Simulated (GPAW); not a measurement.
# TiC (Fm-3m) in GPAW: equation of state with r2SCAN

Aim: the equation of state of TiC with r2SCAN.

Program: GPAW 26.7.0. These are calculated values, not measurements. Logs are shortened: lines on timing, memory, paths and dates and some standing lists are left out, and cuts for length are marked. The log counts tension as positive stress, the text compression.

## 1. The crystal as given

It takes space group Fm-3m (No. 225, cubic). Conventional cell: a = 4.331 Å, b = 4.331 Å, c = 4.331 Å, α = 90.00°, β = 90.00°, γ = 90.00°. Ti (site symmetry m-3m) has 6 C at 2.17 Å as nearest neighbours. C (site symmetry m-3m) is surrounded by 6 Ti at 2.17 Å.

The cell is a database's computed one.

## 2. Equation of state, r2SCAN

Contents of run.py:

```python
from ase import Atoms
from ase.eos import EquationOfState
from ase.io import Trajectory
from ase.units import GPa
from gpaw import GPAW, PW

atoms = Atoms(['Ti', 'C'],
              cell=[[0.0, 2.1657188437, 2.1657188437],
                    [2.1657188437, 0.0, 2.1657188437],
                    [2.1657188437, 2.1657188437, 0.0]],
              scaled_positions=[[0.0, 0.0, 0.0],
                                [0.5, 0.5, 0.5]],
              pbc=True)

traj = Trajectory('eos.traj', 'w')
volumes, energies = [], []
for x in [0.94, 0.96, 0.98, 1.0, 1.02, 1.04, 1.06]:
    a = atoms.copy()
    a.set_cell(atoms.cell * x**(1 / 3), scale_atoms=True)
    calc = GPAW(mode=PW(800),
                xc='MGGA_X_R2SCAN+MGGA_C_R2SCAN',
                kpts={'size': (11, 11, 11), 'gamma': True},
                occupations={'name': 'fermi-dirac', 'width': 0.05},
                nbands=18,
                convergence={'density': 1e-05, 'energy': 1e-05},
                maxiter=150,
                txt=f'eos-{x:.2f}.txt')
    a.calc = calc
    energies.append(a.get_potential_energy(force_consistent=True))
    volumes.append(a.get_volume())
    p = -a.get_stress()[:3].mean() / GPa
    calc.write(f'eos-{x:.2f}.gpw')
    traj.write(a)
    print(f'{x:.2f} {volumes[-1]:10.4f} A^3 {energies[-1]:14.6f} eV {p:9.3f} GPa', flush=True)

v0, e0, B = EquationOfState(volumes, energies, eos='birchmurnaghan').fit()
print(f'V0 = {v0:.4f} A^3, E0 = {e0:.6f} eV, B0 = {B / GPa:.2f} GPa')
```

Potentials or basis: GPAW PAW data sets (gpaw-data 1.2.1), pw.

Launch:

```
OMP_NUM_THREADS=1 python run.py
```

The log of the run:

```text
__  _  _
 | _ |_)|_||  |
 |__||  | ||/\| - 26.7.0

Input parameters:
  mode=PW(ecut=800.0),
  convergence={'density': 1e-05, 'energy': 1e-05},
  kpts=MonkhorstPack(size=(11, 11, 11), gamma=True),
  maxiter=150,
  nbands=18,
  occupations=Occupations(name='fermi-dirac', width=0.05),
  xc=XC(name='MGGA_X_R2SCAN+MGGA_C_R2SCAN')

Diagonalizing LCAO Hamiltonian
Converting LCAO to pw mode

              C

       Ti

Atoms  # Å, Bohr magnetons
|   | symbol |        x |        y |        z |    initial magnetic moments |
|---|--------|----------|----------|----------|-----------------------------|
| 0 |     Ti | 0.000000 | 0.000000 | 0.000000 | ( 0.0000,  0.0000,  0.0000) |
| 1 |      C | 2.136449 | 2.136449 | 2.136449 | ( 0.0000,  0.0000,  0.0000) |

Unit cell  # Å
| periodic |        x |        y |        z |  lengths |    angles |
|----------|----------|----------|----------|----------|-----------|
|      yes | 0.000000 | 2.136449 | 2.136449 | 3.021395 | 60.000000 |
|      yes | 2.136449 | 0.000000 | 2.136449 | 3.021395 | 60.000000 |
|      yes | 2.136449 | 2.136449 | 0.000000 | 3.021395 | 60.000000 |

Number of symmetries: 48
Symmetry operations  # r_c * U_cc + t_c -> r_c
|    | kind |            matrix            |
|----|------|------------------------------|
|  0 |  σ   |  1, 0, 0,  1, 0,-1,  1,-1, 0 |
|  1 |  C2  |  1, 0, 0,  1,-1, 0,  1, 0,-1 |
|  2 |  E   |  1, 0, 0,  0, 1, 0,  0, 0, 1 |
|  3 |  σ   |  1, 0, 0,  0, 0, 1,  0, 1, 0 |
|  4 |  C4  |  1, 0,-1,  1, 0, 0,  1,-1, 0 |
|  5 |  S6  |  1, 0,-1,  1,-1, 0,  1, 0, 0 |
|  6 |  σ   |  1, 0,-1,  0, 1,-1,  0, 0,-1 |
|  7 |  C3  |  1, 0,-1,  0, 0,-1,  0, 1,-1 |
|  8 |  S6  |  1,-1, 0,  1, 0, 0,  1, 0,-1 |
|  9 |  C4  |  1,-1, 0,  1, 0,-1,  1, 0, 0 |
| 10 |  C3  |  1,-1, 0,  0,-1, 1,  0,-1, 0 |
| 11 |  σ   |  1,-1, 0,  0,-1, 0,  0,-1, 1 |
| 12 |  σ   |  0, 1, 0,  1, 0, 0,  0, 0, 1 |
| 13 |  C4  |  0, 1, 0,  0, 1,-1, -1, 1, 0 |
| 14 |  C3  |  0, 1, 0,  0, 0, 1,  1, 0, 0 |
| 15 |  S6  |  0, 1, 0, -1, 1, 0,  0, 1,-1 |
| 16 |  C2  |  0, 1,-1,  1, 0,-1,  0, 0,-1 |
| 17 |  σ   |  0, 1,-1,  0, 1, 0, -1, 1, 0 |
| 18 |  S4  |  0, 1,-1,  0, 0,-1,  1, 0,-1 |
| 19 |  C4  |  0, 1,-1, -1, 1, 0,  0, 1, 0 |
| 20 |  C3  |  0, 0, 1,  1, 0, 0,  0, 1, 0 |
| 21 |  σ   |  0, 0, 1,  0, 1, 0,  1, 0, 0 |
| 22 |  S6  |  0, 0, 1,  0,-1, 1, -1, 0, 1 |
| 23 |  C4  |  0, 0, 1, -1, 0, 1,  0,-1, 1 |
| 24 |  S4  |  0, 0,-1,  1, 0,-1,  0, 1,-1 |
| 25 |  C3  |  0, 0,-1,  0, 1,-1,  1, 0,-1 |
| 26 |  C2  |  0, 0,-1,  0,-1, 0, -1, 0, 0 |
| 27 |  S6  |  0, 0,-1, -1, 0, 0,  0,-1, 0 |
| 28 |  S4  |  0,-1, 1,  1,-1, 0,  0,-1, 0 |
| 29 |  C4  |  0,-1, 1,  0, 0, 1, -1, 0, 1 |
| 30 |  C2  |  0,-1, 1,  0,-1, 0,  1,-1, 0 |
| 31 |  σ   |  0,-1, 1, -1, 0, 1,  0, 0, 1 |
| 32 |  C3  |  0,-1, 0,  1,-1, 0,  0,-1, 1 |
| 33 |  S6  |  0,-1, 0,  0, 0,-1, -1, 0, 0 |
| 34 |  S4  |  0,-1, 0,  0,-1, 1,  1,-1, 0 |
| 35 |  C2  |  0,-1, 0, -1, 0, 0,  0, 0,-1 |
| 36 |  C2  | -1, 1, 0,  0, 1, 0,  0, 1,-1 |
| 37 |  S6  | -1, 1, 0,  0, 1,-1,  0, 1, 0 |
| 38 |  S4  | -1, 1, 0, -1, 0, 1, -1, 0, 0 |
| 39 |  C3  | -1, 1, 0, -1, 0, 0, -1, 0, 1 |
| 40 |  S6  | -1, 0, 1,  0, 0, 1,  0,-1, 1 |
| 41 |  C2  | -1, 0, 1,  0,-1, 1,  0, 0, 1 |
| 42 |  C3  | -1, 0, 1, -1, 1, 0, -1, 0, 0 |
| 43 |  S4  | -1, 0, 1, -1, 0, 0, -1, 1, 0 |
| 44 |  C2  | -1, 0, 0,  0, 0,-1,  0,-1, 0 |
| 45 |  i   | -1, 0, 0,  0,-1, 0,  0, 0,-1 |
| 46 |  σ   | -1, 0, 0, -1, 1, 0, -1, 0, 1 |
| 47 |  C2  | -1, 0, 0, -1, 0, 1, -1, 1, 0 |

BZ-sampling:
  Number of BZ points: 1331
  Number of IBZ points: 56

  Monkhorst-Pack size: [11, 11, 11]
  Monkhorst-Pack shift: [0, 0, 0]

K-points  # in reciprocal-cell coordinates
|     |                                coordinates |     weight |
|-----|--------------------------------------------|------------|
|   0 | (  0.00000000,   0.00000000,   0.00000000) | 0.00075131 |
|   1 | (  0.09090909,   0.09090909,   0.00000000) | 0.00450789 |
|   2 | (  0.09090909,   0.09090909,   0.09090909) | 0.00601052 |
|   3 | (  0.18181818,   0.09090909,   0.09090909) | 0.00901578 |
|   4 | (  0.18181818,   0.18181818,   0.00000000) | 0.00450789 |
|   5 | (  0.18181818,   0.18181818,   0.09090909) | 0.01803156 |
|   6 | (  0.18181818,   0.18181818,   0.18181818) | 0.00601052 |
|   7 | (  0.27272727,   0.18181818,   0.09090909) | 0.01803156 |
|   8 | (  0.27272727,   0.18181818,   0.18181818) | 0.01803156 |
|   9 | (  0.27272727,   0.27272727,   0.00000000) | 0.00450789 |
| ... |                                            |            |
|  55 | (  0.45454545,   0.45454545,   0.45454545) | 0.00601052 |

Plane wave coefficients: 1015
Cutoff: 800.0 eV

Spin-components: 1 (collinear spins)
Bands:           18
Projectors:      11
Spin-degeneracy: 2
Datatype:        complex128

Parallelization:
  kpt:    1
  domain: 1
  band:   1

Density:
  Valence electrons: 16.0
  Components: 1
  Grid points: [20 20 20]
  Charge: 0.0  # |e|

Potential:
  Grid points: [20 20 20]

species:
  Ti:
    name:    Titanium
    Z:       22.0
    valence: 12
    core:    10
    charge:  0.0  # [|e|]
    compensation charges:
      type: gauss
      rc: 0.38  # [Å]
      lmax: 2
    cutoffs:
      filter: 2.23  # [Å]
      core: 1.02  # [Å]
    projectors
    | kind |    occ | energy [eV] | rcut [Å] |
    |------|--------|-------------|----------|
    |   3s |  2.000 |     -62.623 |    1.270 |
    |   4s |  2.000 |      -4.466 |    1.270 |
    |   3p |  6.000 |     -38.862 |    1.058 |
    |   4p |  0.000 |      -1.466 |    1.058 |
    |   3d |  2.000 |      -4.258 |    1.058 |
    |    d |        |      22.953 |    1.058 |

    Using partial waves for Ti as LCAO basis

  C:
    name:    Carbon
    Z:       6.0
    valence: 4
    core:    2
    charge:  0.0  # [|e|]
    compensation charges:
      type: gauss
      rc: 0.20  # [Å]
      lmax: 2
    cutoffs:
      filter: 1.14  # [Å]
      core: 1.14  # [Å]
    projectors
    | kind |    occ | energy [eV] | rcut [Å] |
    |------|--------|-------------|----------|
    |   2s |  2.000 |     -13.751 |    0.635 |
    |   2p |  2.000 |      -5.284 |    0.635 |
    |    s |        |      13.461 |    0.635 |
    |    p |        |      21.927 |    0.635 |
    |    d |        |       0.000 |    0.635 |

    Using partial waves for C as LCAO basis

Reference energy: -24251.642397  # eV

eigensolver:
  PPCG
  Converge bands: occupied
  niter=2

density mixing:
  MSR1-Mixer
  Pratt-step length: 0.05
  Maximum mixing coefficient: 0.75
  Old densities: 10
  SVD Regularization: 0.005
  Good broyden scale: 1.0
  Trust region scale: 1.0
  Backstep threshold: 4.0
  History deletion threshold: 6.0
  Fourier metric: weight=20.0, sigma=0.015

occupation numbers:
  Fermi-Dirac:
    width: 0.0500  # eV

poisson solver:
  ecut: 6400.0  # eV

xc functional:
  name: MGGA_X_R2SCAN+MGGA_C_R2SCAN with 2 nearest neighbor stencil

convergence criteria:
- Maximum integral of absolute [dens]ity change: 1e-05 electrons / valence electron
- Maximum [total energy] change in last 3 cyles: 1e-05 eV / valence electron
- Maximum integral of absolute [eigenst]ate change: 4e-08 eV^2 / valence electron
maximum number of iterations: 150

SCF iterations
|iter     | |      energy | eigst |  dens |
|---------|-|-------------|-------|-------|
|iter:   1| |  -29.791917 | -0.19 |       |
|iter:   2| |  -24.709292 | -1.41 | -0.82 |
|iter:   3| |  -24.667885 | -0.72 | -0.86 |
|iter:   4| |  -23.271946 | -1.38 | -0.94 |
|iter:   5| |  -23.272672 | -2.54 | -1.74 |
|iter:   6| |  -23.278393 | -3.51 | -2.16 |
|iter:   7| |  -23.277073 | -4.07 | -2.46 |
|iter:   8| |  -23.277111 | -5.08 | -3.25 |
|iter:   9| |  -23.277116c| -6.06 | -3.85 |
|iter:  10| |  -23.277116c| -8.31c| -4.42 |
|iter:  11| |  -23.277116c| -7.55c| -5.24c|

Converged in 11 steps
Energy contributions relative to reference atoms: (reference = -24251.642397)

Energy contributions:
  Kinetic:          19.438673
  Coulomb:         -19.520684
  Zero:             -0.078074
  External:          0.000000
  Xc:              -23.115916
  Entropy:          -0.002229
  Spinorbit:         0.000000
  ----------------------------
  Free energy:     -23.278231
  Extrapolated:    -23.277116

dipole moment: (-13.659605, -13.659605, -13.659605)  # |e|*Ang

Fermi level: 10.861
Eigenvalues  # (at kpt = [0.000, 0.000, 0.000])
| band index |      eig [eV] | occ [0-2] |
|------------|---------------|-----------|
|          0 |       -48.075 |     2.000 |
|          1 |       -23.036 |     2.000 |
|          2 |       -23.036 |     2.000 |
|          3 |       -23.036 |     2.000 |
|          4 |        -2.630 |     2.000 |
|          5 |        11.659 |     0.000 |
|          6 |        11.659 |     0.000 |
|          7 |        11.659 |     0.000 |
|          8 |        12.504 |     0.000 |
|          9 |        12.504 |     0.000 |
|         10 |        12.504 |     0.000 |
|         11 |        12.611 |     0.000 |
|         12 |        12.611 |     0.000 |
|        ... |               |           |
|         17 |        31.901 |     0.000 |

No gap
No difference between direct/indirect transitions

Stress tensor  # eV/Ang^3
|         x |         y |         z |
|-----------|-----------|-----------|
| -0.075205 |  0.000000 |  0.000000 |
|  0.000000 | -0.075205 | -0.000000 |
|  0.000000 | -0.000000 | -0.075205 |

# Writing to eos-0.96.gpw (mode='')
```

Wall time 6.3 min (1 thread of Arm Neoverse V2, shared host); peak memory 0.72 GiB.

Results:

| Quantity | Value |
| --- | --- |
| Equilibrium volume | 10.19 Å³/atom (rough: see the caveat) |
| Bulk modulus | 262 GPa (rough) |

Energy against volume, from the lowest point:
```csv
volume (Å³/atom),energy (meV/atom)
9.548,36.87
9.752,16.59
9.955,4.57
10.158,0.00
10.361,2.06
10.564,10.33
10.767,24.11
```

Caveat: the points scatter about the fit; the PAW data sets were made with another functional, which shifts forces and pressure a little.
